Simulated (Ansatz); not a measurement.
Computed with Ansatz 0.2.0, DFT, revPBE, plane waves (420 eV) with PAW, scalar-relativistic. (PAW data from PBE, frozen cores regenerated.)

An element in the fcc structure gives this curve. The cell is scaled uniformly from the relaxed one, with fractional coordinates and shape fixed. Energies are extrapolated to zero smearing, pressures are those at the given smearing. Magnetic state: spin not included.

```
V (Å³/atom)  E − E₀ (meV/atom)  P (GPa)
     22.467               61.3     7.54
     23.489               24.7     4.60
     24.510                5.2     2.11
     25.531                0.1     0.00
     26.552                7.3    -1.80
     27.574               24.9    -3.32
     28.595               51.4    -4.61
```

Question: Which element is it?
A. hafnium
B. cadmium
C. scandium
D. magnesium

Answer: C. Its fit is V₀ = 25.42 Å³/atom, B₀ = 49 GPa, B₀′ = 3.1.
